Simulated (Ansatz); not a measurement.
# Nb wire along [100], 21 atoms a period: bands along the axis

Aim: is the Nb wire along [100], 21 atoms a period a metal or a semiconductor?

Program: Ansatz 0.2.0. Level of theory: DFT PBE, plane waves, PAW; relaxation of a wire's period; PAW set soft_1, in the first sound run; inputs show where later runs differ. Results are calculated unless marked as measured.

## (1) The structure

The cell holds 21 atoms: 21 Nb. Its edges and angles: a = 16.730 Å, b = 16.730 Å, c = 3.310 Å, α = 90.0°, β = 90.0°, γ = 90.0°. Vacuum lies along a and b. The structure's axis is c.

## (2) The relaxed wire

Band widths follow the bond lengths, so the wire is relaxed first. The atoms and the third cell vector are free; the box across stays fixed as vacuum. A Fermi-Dirac smearing is set since the result may be a metal. The pressure printed is a third of the stress's trace over the whole box, vacuum included; only the stress along the axis is relaxed.

Input file input.yaml:

```yaml
crystal:
  lattice:
    - [16.73, 0.0, 0.0]
    - [0.0, 16.73, 0.0]
    - [0.0, 0.0, 3.31]
  atoms:
    - { symbol: Nb, position: [0.302151823, 0.302151823, 0.0] }
    - { symbol: Nb, position: [0.302151823, 0.5, 0.0] }
    - { symbol: Nb, position: [0.302151823, 0.697848177, 0.0] }
    - { symbol: Nb, position: [0.5, 0.302151823, 0.0] }
    - { symbol: Nb, position: [0.5, 0.5, 0.0] }
    - { symbol: Nb, position: [0.5, 0.697848177, 0.0] }
    - { symbol: Nb, position: [0.697848177, 0.302151823, 0.0] }
    - { symbol: Nb, position: [0.697848177, 0.5, 0.0] }
    - { symbol: Nb, position: [0.697848177, 0.697848177, 0.0] }
    - { symbol: Nb, position: [0.203227735, 0.401075912, 0.5] }
    - { symbol: Nb, position: [0.203227735, 0.598924088, 0.5] }
    - { symbol: Nb, position: [0.401075912, 0.203227735, 0.5] }
    - { symbol: Nb, position: [0.401075912, 0.401075912, 0.5] }
    - { symbol: Nb, position: [0.401075912, 0.598924088, 0.5] }
    - { symbol: Nb, position: [0.401075912, 0.796772265, 0.5] }
    - { symbol: Nb, position: [0.598924088, 0.203227735, 0.5] }
    - { symbol: Nb, position: [0.598924088, 0.401075912, 0.5] }
    - { symbol: Nb, position: [0.598924088, 0.598924088, 0.5] }
    - { symbol: Nb, position: [0.598924088, 0.796772265, 0.5] }
    - { symbol: Nb, position: [0.796772265, 0.401075912, 0.5] }
    - { symbol: Nb, position: [0.796772265, 0.598924088, 0.5] }
kpoints:
  mp_grid: { grid: [1, 1, 25] }
scf:
  occupations: { method: fermi_dirac, width: 0.05 }
hamiltonian:
  xc: pbe
  pseudopotentials: { kind: paw, azcp: { folder: soft_1 } }
relax:
  cell: { fix: [a, b, alpha, beta, gamma] }
  max_steps: 45
  f_tol: 0.03
```

The run is started by

```sh
$ ansatz run input.yaml --threads 4 --pin off --max-ram 16384MiB --backend cpu --events-out ev --progress --plain --runs-dir out
```

Numbers of over 12 decimals in the logs are rounded to 6 here.

The log of the run:

```text
Engine: ansatz 0.2.0, aarch64-unknown-linux-gnu
Pseudopotentials: kind: paw
Pseudopotential: Nb, paw, valence charge 13, recommended cutoff 420 eV (normal), soft_1/Nb.paw.azcp
Functional definition: PBE
  parameter kappa = 0.804
  parameter beta = 0.066725
  exchange = pbe_x(kappa = kappa, mu = beta*pi^2/3)
  correlation = pbe_c(beta = beta)
Crystal: 21 atoms, lattice volume = 926.445 Å³
Basis set: ecut = 420 eV, 18171 PW (Γ), exchange–correlation on 240×240×48 points (8 copies of the dense FFT grid, shifted against one another)
Bands: 164, of which v1, the nominal top of the filled ones, is band 137 counted from 1 (136 counted from 0)
Symmetry: 16 space group operations
Space group: P4/mmm (ITA 123), of the structure as read, at distance tolerance 9.7e-5 Å
k-points: 13 of 25
Non-local potential: Nb, projectors of the file, l = 0: 3, l = 1: 2, l = 2: 2, l = 3: 1
PAW form: soft (Blöchl's): semilocal exchange-correlation on the pseudo side does not see the compensation charge
PAW one-centre angular grid: Nb, 590 points (default); XC on 64 Gauss nodes
Initial density: superposition of atomic densities (neutral atoms: chi_scale 0, normalization atom)
Initial wavefunctions: pseudopotential atomic-orbital guess
Functional: x = pbe(κ = 0.804, μ = 0.219515), c = pbe(β = 0.066725)
SCF iter   1: F=—  HF=-95607.863168 eV  |F-HF|=—  |Δ(HF+E_count)|=         —  Δρ=6.57e-2  dr2=3.71e2  ethr=3.10e-3  ⟨swp⟩=10.8  Hψ=10379  notcnv=0  defer=8
preconditioner: auto → LDOS  [metal: Δε(μ)=0.008 eV  Ē_g=3.683 eV  σ=0.050 eV  W_gap=0.04  n_scr=166 (ndim 8)  ℏωp=12.5 eV  f_vac=0.437  D(μ)=22.87/eV (n_scr^D=138)  β→1.0]
SCF iter   2: F=—  HF=-95608.735583 eV  |F-HF|=—  |Δ(HF+E_count)|=   8.72e-1  Δρ=8.55e-2  dr2=9.21e2  ethr=3.10e-3  ⟨swp⟩=6.2  Hψ=8110  notcnv=1  defer=64  recentre
SCF iter   3: F=—  HF=-95583.258810 eV  |F-HF|=—  |Δ(HF+E_count)|=    2.55e1  Δρ=2.94e-2  dr2=9.38e1  ethr=3.10e-3  ⟨swp⟩=6.2  Hψ=6765  notcnv=0  defer=19
SCF iter   4: F=—  HF=-95578.747141 eV  |F-HF|=—  |Δ(HF+E_count)|=    4.51e0  Δρ=5.47e-3  dr2=5.05e-1  ethr=3.10e-3  ⟨swp⟩=3.5  Hψ=3676  notcnv=0  defer=61
SCF iter   5: F=—  HF=-95578.713976 eV  |F-HF|=—  |Δ(HF+E_count)|=   3.32e-2  Δρ=2.54e-3  dr2=4.58e-1  ethr=1.85e-4  ⟨swp⟩=3.9  Hψ=4017  notcnv=0  defer=60
SCF iter   6: F=—  HF=-95578.714625 eV  |F-HF|=—  |Δ(HF+E_count)|=   6.49e-4  Δρ=1.49e-3  dr2=1.56e-1  ethr=1.68e-4  ⟨swp⟩=2.0  Hψ=2297  notcnv=0  defer=59
SCF iter   7: F=—  HF=-95578.712432 eV  |F-HF|=—  |Δ(HF+E_count)|=   2.19e-3  Δρ=4.36e-4  dr2=9.18e-3  ethr=5.71e-5  ⟨swp⟩=1.5  Hψ=2159  notcnv=0  defer=59
SCF iter   8: F=—  HF=-95578.712974 eV  |F-HF|=—  |Δ(HF+E_count)|=   5.42e-4  Δρ=1.46e-4  dr2=5.12e-4  ethr=3.36e-6  ⟨swp⟩=2.2  Hψ=2777  notcnv=0  defer=59
SCF iter   9: F=—  HF=-95578.713044 eV  |F-HF|=—  |Δ(HF+E_count)|=   7.07e-5  Δρ=4.40e-5  dr2=1.03e-4  ethr=1.87e-7  ⟨swp⟩=2.2  Hψ=2789  notcnv=0  defer=59
SCF iter  10: F=—  HF=-95578.713046 eV  |F-HF|=—  |Δ(HF+E_count)|=   1.57e-6  Δρ=1.38e-5  dr2=5.90e-6  ethr=3.76e-8  ⟨swp⟩=2.1  Hψ=2374  notcnv=0  defer=59
SCF iter  11: F=—  HF=-95578.712995 eV  |F-HF|=—  |Δ(HF+E_count)|=   5.13e-5  Δρ=5.55e-6  dr2=7.19e-7  ethr=2.16e-9  ⟨swp⟩=2.3  Hψ=3060  notcnv=0  defer=59
SCF iter  12: F=—  HF=-95578.712995 eV  |F-HF|=—  |Δ(HF+E_count)|=   1.62e-7  Δρ=2.68e-6  dr2=1.40e-7  ethr=3.66e-11  ⟨swp⟩=6.1  Hψ=8138  notcnv=0
SCF iter  13: F=-95578.712995 eV  HF=-95578.712995 eV  |F-HF|=6.01e-9  |Δ(HF+E_count)|=   2.58e-8  Δρ=1.08e-6  dr2=2.28e-8  ethr=3.66e-11  ⟨swp⟩=5.0  Hψ=6290  notcnv=0
SCF 1 converged in 13 iterations: F = -95578.712995 eV  dr2 = 2.28e-8
  greatest PAW one-centre occupation: 0.998 electrons in one spin orbital (limit 2), on the Nb atom at site 16 (counted from 0), in its partial waves of l = 0
relax step   1: F+E_penalty+E_count = -95578.71299477 eV  Δ(F+E_penalty+E_count) = +0.000e0 eV  max|allowed force component| = 1.494e0 eV/Å  Δτ_max = 0.0000 Å  P = -4.702 GPa  Ω = 926.445 Å³  fix = [a, b, alpha, beta, gamma]  reactions: a -4.354, b -4.354 GPa  (13 SCF iters, dr2 threshold 1.00e-7 eV, accepted)
Crystal: 21 atoms, lattice volume = 886.268 Å³
Basis set: ecut = 420 eV, 17315 PW (Γ), exchange–correlation on 240×240×48 points (8 copies of the dense FFT grid, shifted against one another)
Initial density: handed on by an earlier stage of this run
Initial wavefunctions: those handed on with the density
iter 1 solved again at ethr=2.91e-3 eV; its pass at ethr=3.10e-3 eV (dr2=7.95e0 eV) is discarded
SCF iter   1: F=—  HF=-95581.055087 eV  |F-HF|=—  |Δ(HF+E_count)|=         —  Δρ=1.81e-2  dr2=8.02e0  ethr=2.91e-3  ⟨swp⟩=1.8  Hψ=11966  notcnv=0
preconditioner: auto → LDOS  [metal: Δε(μ)=0.020 eV  Ē_g=3.097 eV  σ=0.050 eV  W_gap=0.10  n_scr=150 (ndim 8)  ℏωp=12.8 eV  f_vac=0.471  D(μ)=31.09/eV (n_scr^D=250)  β→1.0]
SCF iter   2: F=—  HF=-95580.375118 eV  |F-HF|=—  |Δ(HF+E_count)|=   6.80e-1  Δρ=8.63e-3  dr2=1.86e0  ethr=2.91e-3  ⟨swp⟩=3.4  Hψ=3520  notcnv=0  defer=9
SCF iter   3: F=—  HF=-95580.243078 eV  |F-HF|=—  |Δ(HF+E_count)|=   1.32e-1  Δρ=2.26e-3  dr2=1.54e-1  ethr=6.80e-4  ⟨swp⟩=3.0  Hψ=3391  notcnv=0  defer=55
SCF iter   4: F=—  HF=-95580.227736 eV  |F-HF|=—  |Δ(HF+E_count)|=   1.53e-2  Δρ=6.70e-4  dr2=6.62e-3  ethr=5.65e-5  ⟨swp⟩=3.1  Hψ=4216  notcnv=0  defer=59
SCF iter   5: F=—  HF=-95580.227994 eV  |F-HF|=—  |Δ(HF+E_count)|=   2.58e-4  Δρ=2.02e-4  dr2=5.67e-4  ethr=2.42e-6  ⟨swp⟩=2.2  Hψ=3357  notcnv=0  defer=59
SCF iter   6: F=—  HF=-95580.228404 eV  |F-HF|=—  |Δ(HF+E_count)|=   4.10e-4  Δρ=7.02e-5  dr2=5.53e-5  ethr=2.08e-7  ⟨swp⟩=2.5  Hψ=3068  notcnv=0  defer=59
SCF iter   7: F=—  HF=-95580.228452 eV  |F-HF|=—  |Δ(HF+E_count)|=   4.80e-5  Δρ=2.34e-5  dr2=9.29e-6  ethr=2.03e-8  ⟨swp⟩=3.5  Hψ=4363  notcnv=0  defer=59
SCF iter   8: F=-95580.228455 eV  HF=-95580.228456 eV  |F-HF|=3.42e-7  |Δ(HF+E_count)|=   3.57e-6  Δρ=8.20e-6  dr2=1.17e-6  ethr=7.69e-10  ⟨swp⟩=5.1  Hψ=7509  notcnv=0
SCF 2 converged in 8 iterations: F = -95580.228455 eV  dr2 = 1.17e-6
  greatest PAW one-centre occupation: 0.998 electrons in one spin orbital (limit 2), on the Nb atom at site 17 (counted from 0), in its partial waves of l = 0
relax step   2: F+E_penalty+E_count = -95580.22845528 eV  Δ(F+E_penalty+E_count) = -1.515e0 eV  max|allowed force component| = 5.182e-1 eV/Å  Δτ_max = 0.1949 Å  P = +1.304 GPa  Ω = 886.268 Å³  energy of the carried Pulay correction = +2.205e-3 eV  fix = [a, b, alpha, beta, gamma]  reactions: a +1.002, b +1.002 GPa  (8 SCF iters, dr2 threshold 2.10e-6 eV, accepted)
Crystal: 21 atoms, lattice volume = 901.016 Å³
[...]
relax step   4: F+E_penalty+E_count = -95580.45605347 eV  Δ(F+E_penalty+E_count) = -2.233e-2 eV  max|allowed force component| = 8.532e-2 eV/Å  Δτ_max = 0.0220 Å  P = -0.154 GPa  Ω = 902.895 Å³  energy of the carried Pulay correction = +1.281e-3 eV  fix = [a, b, alpha, beta, gamma]  reactions: a -0.142, b -0.142 GPa  (7 SCF iters, dr2 threshold 1.59e-6 eV, accepted)
[...]
relax step   5: F+E_penalty+E_count = -95580.47220333 eV  Δ(F+E_penalty+E_count) = -1.615e-2 eV  max|allowed force component| = 3.648e-2 eV/Å  Δτ_max = 0.0332 Å  P = -0.024 GPa  Ω = 900.108 Å³  energy of the carried Pulay correction = +1.434e-3 eV  fix = [a, b, alpha, beta, gamma]  reactions: a -0.024, b -0.024 GPa  (8 SCF iters, dr2 threshold 4.55e-7 eV, accepted)
[...]
relax step   6: F+E_penalty+E_count = -95580.47376225 eV  Δ(F+E_penalty+E_count) = -1.559e-3 eV  max|allowed force component| = 8.082e-3 eV/Å  Δτ_max = 0.0073 Å  P = -0.029 GPa  Ω = 899.569 Å³  energy of the carried Pulay correction = +1.464e-3 eV  fix = [a, b, alpha, beta, gamma]  reactions: a -0.041, b -0.041 GPa  (7 SCF iters, dr2 threshold 8.32e-8 eV, accepted)
Initial wavefunctions: pseudopotential atomic-orbital guess (no wavefunctions were taken with the density)
iter 1 solved again at ethr=2.69e-6 eV; its pass at ethr=3.10e-3 eV (dr2=7.34e-3 eV) is discarded
SCF iter   1: F=—  HF=-95580.472329 eV  |F-HF|=—  |Δ(HF+E_count)|=         —  Δρ=3.17e-5  dr2=1.26e-6  ethr=2.69e-6  ⟨swp⟩=4.5  Hψ=14625  notcnv=0
eigensolver tolerance schedule: the retry pair's looser diagonalisation over-reported the residual by 5837.08 of it (diagonalisation noise at an unbounded share of the residual, at the tolerance the schedule requests for it); recorded, not acted on — ethr = c·dr2/N_el stays at c = 1.0e-1
preconditioner: auto → LDOS  [metal: Δε(μ)=0.009 eV  Ē_g=2.969 eV  σ=0.050 eV  W_gap=0.05  n_scr=158 (ndim 8)  ℏωp=12.7 eV  f_vac=0.469  D(μ)=34.39/eV (n_scr^D=286)  β→1.0]
SCF iter   2: F=—  HF=-95580.472355 eV  |F-HF|=—  |Δ(HF+E_count)|=   2.59e-5  Δρ=5.48e-6  dr2=2.32e-7  ethr=4.60e-10  ⟨swp⟩=4.0  Hψ=5875  notcnv=0
SCF iter   3: F=—  HF=-95580.472355 eV  |F-HF|=—  |Δ(HF+E_count)|=   4.35e-8  Δρ=1.36e-6  dr2=2.09e-8  ethr=8.51e-11  ⟨swp⟩=2.2  Hψ=3731  notcnv=0
SCF iter   4: F=—  HF=-95580.472355 eV  |F-HF|=—  |Δ(HF+E_count)|=   2.30e-9  Δρ=2.83e-7  dr2=2.00e-9  ethr=7.65e-12  ⟨swp⟩=3.2  Hψ=4202  notcnv=0
SCF iter   5: F=—  HF=-95580.472355 eV  |F-HF|=—  |Δ(HF+E_count)|=  1.31e-10  Δρ=1.19e-7  dr2=3.56e-10  ethr=1.00e-12  ⟨swp⟩=3.0  Hψ=4396  notcnv=0
SCF iter   6: F=-95580.472355 eV  HF=-95580.472355 eV  |F-HF|=2.91e-11  |Δ(HF+E_count)|=  4.37e-11  Δρ=6.03e-8  dr2=8.52e-11  ethr=1.00e-12  ⟨swp⟩=4.5  Hψ=6300  notcnv=0
SCF 7 converged in 6 iterations: F = -95580.472355 eV  dr2 = 8.52e-11
relax step   7: F+E_penalty+E_count = -95580.47235463 eV  Δ(F+E_penalty+E_count) = +1.408e-3 eV  max|allowed force component| = 8.069e-3 eV/Å  Δτ_max = 0.0000 Å  P = -0.028 GPa  Ω = 899.569 Å³  fix = [a, b, alpha, beta, gamma]  reactions: a -0.040, b -0.040 GPa  stress off target by 4.90e-3 GPa on what of the cell is left free  SCF on the basis re-selected at this cell (its energy is not comparable with the rows above)  (6 SCF iters)
basis re-selected at this cell: Δ(F+E_penalty+E_count) = +1.408e-3 eV, ΔP = +0.000 GPa vs the last step (what re-selecting the basis moved, of the pressure what is left beyond the Pulay correction that the steps carried, after the strain that the cell walked since its last selection, with what the two solves' SCF thresholds leave and, on support functions, any second-order correction that the steps lacked; it is no m [...]
SCF converged after 6 iterations
Free energy (F): -95580.472355 eV
Harris-Foulkes:  -95580.472355 eV  (|F-HF|=2.91e-11)
Internal energy: -95580.193809 eV  (E = F + TS)
E sigma→0 (E₀):  -95580.333082 eV
Entropy (-TS):   -0.278546 eV (-13.264 meV/atom)
Fermi energy:    5.468918 eV
--- Per-component energies (eV) ---
  E_band       = -4821.551032
  E_kinetic    = 7832.071388
  E_local      = -132115.194967  (includes V_loc(G=0)·N_el)
  E_nonlocal   = 2016.735428
  E_hartree    = 62060.516981
  E_xc         = -3465.465803
  E_vxc        = -4193.458575  (∫ρ·V_xc dr)
  E_paw        = -64732.897569  (= ΣΔE_a)
  E_vpaw       = -2482.738117  (= ΣTr[D̂ρ^β])
  E_aug_tail   = 0.000929  (compensation charges beyond the density's cutoff)
  E_ewald      = 32824.039805
  E_smearing   = -0.278546  (= −TS)
  E_closure    = -0.000000  (closes the sum)
  Σ components = -95580.472355   (vs F -95580.472355, Δ=0.00e0)
--- Forces (eV/Å), atoms counted from 1 ---
  atom   1  Nb     0.00229666     0.00229666     0.00000000
  atom   2  Nb    -0.00806854     0.00000000     0.00000000
  atom   3  Nb     0.00229666    -0.00229666     0.00000000
  atom   4  Nb    -0.00000000    -0.00806854     0.00000000
  atom   5  Nb    -0.00000000     0.00000000     0.00000000
  atom   6  Nb    -0.00000000     0.00806854     0.00000000
  atom   7  Nb    -0.00229666     0.00229666     0.00000000
  atom   8  Nb     0.00806854     0.00000000     0.00000000
  atom   9  Nb    -0.00229666    -0.00229666     0.00000000
  atom  10  Nb     0.00103838    -0.00078877     0.00000000
  atom  11  Nb     0.00103838     0.00078877     0.00000000
  atom  12  Nb    -0.00078877     0.00103838     0.00000000
  atom  13  Nb    -0.00315444    -0.00315444     0.00000000
  atom  14  Nb    -0.00315444     0.00315444     0.00000000
  atom  15  Nb    -0.00078877    -0.00103838     0.00000000
  atom  16  Nb     0.00078877     0.00103838     0.00000000
  atom  17  Nb     0.00315444    -0.00315444     0.00000000
  atom  18  Nb     0.00315444     0.00315444     0.00000000
  atom  19  Nb     0.00078877    -0.00103838     0.00000000
  atom  20  Nb    -0.00103838    -0.00078877     0.00000000
  atom  21  Nb    -0.00103838     0.00078877     0.00000000
  max |Σ_I F_I| component: 3.36e-18 eV/Å
--- Stress (GPa, compression-positive) ---
       -0.040264       0.000000       0.000000
        0.000000      -0.040264       0.000000
        0.000000       0.000000      -0.004904
  P = ⅓ Tr σ = -0.0285 GPa (-0.285 kbar)
--- Relaxed structure (6 steps of the walk, 6 accepted, 1 SCFs on fresh bases) ---
  F+E_penalty+E_count = -95580.47235463 eV   max|allowed force component| = 8.069e-3 eV/Å   (the final SCF, on the basis selected at the relaxed cell)
  cell:  # Å, volume = 899.5693 Å³
    - [16.73, 0.0, 0.0]
    - [0.0, 16.73, 0.0]
    - [0.0, 0.0, 3.213977]
  atoms:
    - { symbol: Nb, position: [0.301915, 0.301915, 0.0] }
    - { symbol: Nb, position: [0.302276, 0.5, 0.0] }
    - { symbol: Nb, position: [0.301915, 0.698085, 0.0] }
    - { symbol: Nb, position: [0.5, 0.302276, 0.0] }
    - { symbol: Nb, position: [0.5, 0.5, 0.0] }
    - { symbol: Nb, position: [0.5, 0.697724, 0.0] }
    - { symbol: Nb, position: [0.698085, 0.301915, 0.0] }
    - { symbol: Nb, position: [0.697724, 0.5, 0.0] }
    - { symbol: Nb, position: [0.698085, 0.698085, 0.0] }
    - { symbol: Nb, position: [0.214995, 0.400204, 0.500000] }
    - { symbol: Nb, position: [0.214995, 0.599796, 0.500000] }
    - { symbol: Nb, position: [0.400204, 0.214995, 0.500000] }
    - { symbol: Nb, position: [0.401319, 0.401319, 0.500000] }
    - { symbol: Nb, position: [0.401319, 0.598681, 0.500000] }
    - { symbol: Nb, position: [0.400204, 0.785005, 0.500000] }
    - { symbol: Nb, position: [0.599796, 0.214995, 0.500000] }
    - { symbol: Nb, position: [0.598681, 0.401319, 0.500000] }
    - { symbol: Nb, position: [0.598681, 0.598681, 0.500000] }
    - { symbol: Nb, position: [0.599796, 0.785005, 0.500000] }
    - { symbol: Nb, position: [0.785005, 0.400204, 0.500000] }
    - { symbol: Nb, position: [0.785005, 0.599796, 0.500000] }
```

Elapsed: 6.6 min, on 4 threads of Arm Neoverse V1, shared host; peak memory 3.8 GiB; 26 min of CPU time.

[end of part 1 of 2]

[Logs are printed without paths, hosts, clocks, repeated set-up lines and the standing remarks that a program may print on its own settings, such as how far it seeks lower states.]

[Hosts, paths, dates, database ids (printed as entryN), source tags and the programs' standing remarks are cut or masked in the printed files.]
